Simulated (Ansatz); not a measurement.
Molecular dynamics on a 2×2×3 supercell (24 atoms) of CaO (CsCl type), relaxed with r2SCAN. Forces come from PBE in Ansatz: a Langevin thermostat at fixed volume, 1000 K, steps of 1.5 fs. Spin polarisation is off, nuclei are classical, and the run is far too short for thermal averages. The structure comes from a prototype and may be hypothetical.

```yaml
crystal:
  lattice:
    - [5.8064179366, 0.0, 0.0]
    - [0.0, 5.8064179366, 0.0]
    - [0.0, 0.0, 8.7096269049]
  atoms:
    - { symbol: Ca, position: [0.0, 0.0, 0.0] }
    - { symbol: O, position: [0.25, 0.25, 0.1666666667] }
    - { symbol: Ca, position: [0.0, 0.0, 0.3333333333] }
    - { symbol: O, position: [0.25, 0.25, 0.5] }
    - { symbol: Ca, position: [0.0, 0.0, 0.6666666667] }
    - { symbol: O, position: [0.25, 0.25, 0.8333333333] }
    - { symbol: Ca, position: [0.0, 0.5, 0.0] }
    - { symbol: O, position: [0.25, 0.75, 0.1666666667] }
    - { symbol: Ca, position: [0.0, 0.5, 0.3333333333] }
    - { symbol: O, position: [0.25, 0.75, 0.5] }
    - { symbol: Ca, position: [0.0, 0.5, 0.6666666667] }
    - { symbol: O, position: [0.25, 0.75, 0.8333333333] }
    - { symbol: Ca, position: [0.5, 0.0, 0.0] }
    - { symbol: O, position: [0.75, 0.25, 0.1666666667] }
    - { symbol: Ca, position: [0.5, 0.0, 0.3333333333] }
    - { symbol: O, position: [0.75, 0.25, 0.5] }
    - { symbol: Ca, position: [0.5, 0.0, 0.6666666667] }
    - { symbol: O, position: [0.75, 0.25, 0.8333333333] }
    - { symbol: Ca, position: [0.5, 0.5, 0.0] }
    - { symbol: O, position: [0.75, 0.75, 0.1666666667] }
    - { symbol: Ca, position: [0.5, 0.5, 0.3333333333] }
    - { symbol: O, position: [0.75, 0.75, 0.5] }
    - { symbol: Ca, position: [0.5, 0.5, 0.6666666667] }
    - { symbol: O, position: [0.75, 0.75, 0.8333333333] }
kpoints:
  mp_grid: { grid: [2, 2, 2] }
hamiltonian:
  xc: pbe
scf:
  occupations: { method: fermi_dirac, width: 0.086 }
md:
  ensemble: nvt_langevin
  temperature: 1000
  timestep: 1.5
  n_steps: 30
  initial_velocities: maxwell_boltzmann
  seed: 8182
```

Run as `ansatz run input.yaml --threads 4 --pin off --max-ram 3686MiB --backend cpu --events-out ev --progress --plain --runs-dir out`.

Task: What wall time did it need on 4 threads of Intel(R) Xeon(R) Processor @ 2.50GHz (Skylake/Cascade Lake) (shared host), and how much host memory at the peak?

Result: About 3.1 min, with a peak of 1.2 GiB.

Task: How do temperature and energy develop?

Result: The temperature starts at 958 K, is lowest at step 14 (503 K, 21 fs) and ends at 1007 K. The atoms start on their lattice sites with kinetic energy alone, so much of it first passes into potential energy. By the last step the atoms have moved 0.27 Å in the root mean square, the drift of the whole cell taken out, 0.49 Å at most.

| step | t (fs) | T (K) | free energy F from step 0 (meV/atom) | kinetic energy (meV/atom) | largest force (eV/Å) |
| --- | --- | --- | --- | --- | --- |
| 0 | 0 | 958 | 0.0 | 123.9 | 0.00 |
| 1 | 1.5 | 942 | 0.7 | 121.8 | 0.19 |
| 2 | 3 | 925 | 2.7 | 119.6 | 0.39 |
| 3 | 4.5 | 894 | 6.1 | 115.6 | 0.58 |
| 4 | 6 | 851 | 10.6 | 110.0 | 0.77 |
| 5 | 7.5 | 808 | 15.9 | 104.4 | 0.96 |
| 6 | 9 | 750 | 21.9 | 96.9 | 1.13 |
| 7 | 10.5 | 709 | 28.4 | 91.6 | 1.27 |
| 8 | 12 | 727 | 35.7 | 93.9 | 1.43 |
| 9 | 13.5 | 685 | 43.2 | 88.5 | 1.63 |
| 10 | 15 | 603 | 50.6 | 77.9 | 1.87 |
| 11 | 16.5 | 592 | 57.6 | 76.5 | 2.11 |
| 12 | 18 | 544 | 64.0 | 70.3 | 2.34 |
| 13 | 19.5 | 552 | 69.6 | 71.4 | 2.53 |
| 14 | 21 | 503 | 74.1 | 65.0 | 2.70 |
| 15 | 22.5 | 556 | 77.9 | 71.9 | 2.86 |
| 16 | 24 | 647 | 81.4 | 83.7 | 3.01 |
| 17 | 25.5 | 690 | 84.1 | 89.1 | 3.12 |
| 18 | 27 | 662 | 86.0 | 85.6 | 3.15 |
| 19 | 28.5 | 693 | 87.6 | 89.6 | 3.14 |
| 20 | 30 | 690 | 88.9 | 89.2 | 3.12 |
| 21 | 31.5 | 651 | 89.1 | 84.1 | 3.00 |
| 22 | 33 | 652 | 88.6 | 84.3 | 2.88 |
| 23 | 34.5 | 681 | 87.5 | 88.0 | 2.77 |
| 24 | 36 | 695 | 86.1 | 89.9 | 2.64 |
| 25 | 37.5 | 693 | 84.5 | 89.6 | 2.50 |
| 26 | 39 | 719 | 82.1 | 92.9 | 2.49 |
| 27 | 40.5 | 781 | 79.1 | 101.0 | 2.52 |
| 28 | 42 | 819 | 76.5 | 105.8 | 2.53 |
| 29 | 43.5 | 834 | 74.4 | 107.9 | 2.52 |
| 30 | 45 | 1007 | 72.8 | 130.2 | 2.47 |

Positions (Å) and forces (eV/Å) at step 30:
```
Ca   0.170  -0.046   0.072     0.015  -1.622  -1.041
O    1.271   1.648   1.421     0.087  -0.517   0.661
Ca   0.098   0.105   2.874     0.301   0.576  -0.280
O    1.634   1.842   4.384    -0.426  -1.212  -0.150
Ca   0.027  -0.135   5.719    -0.655   0.907   1.090
O    1.647   1.269   7.246     0.113  -0.578   0.374
Ca  -0.250   2.565   0.190     0.053   2.337  -0.806
O    1.422   4.517   1.512     0.460   0.111  -0.369
Ca   0.028   3.081   3.197     0.691   0.703  -1.367
O    1.342   4.597   4.313     0.972   0.277   0.384
Ca   0.047   2.905   5.948    -0.550  -0.363   0.310
O    1.455   4.003   7.317    -0.782   1.530  -0.490
Ca   3.042  -0.103   0.080    -0.216   0.345  -0.872
O    4.130   1.364   1.240     0.128   0.483  -0.019
Ca   3.093   0.051   2.920    -0.658   0.709   0.072
O    4.521   1.643   3.984    -0.637  -0.506   0.819
Ca   2.874   0.010   5.789     0.504  -0.353   0.443
O    4.650   1.426   6.900    -1.029  -0.440   0.813
Ca   2.718   2.994   0.004    -0.388  -0.907   0.768
O    4.293   4.475   1.563     0.605  -1.037  -0.050
Ca   2.927   3.033   2.911    -0.168  -0.269  -0.132
O    4.321   4.628   4.414    -0.132  -0.802  -0.068
Ca   2.816   2.823   5.927     1.538   0.480  -0.126
O    4.293   4.312   7.328     0.177   0.147   0.035
```
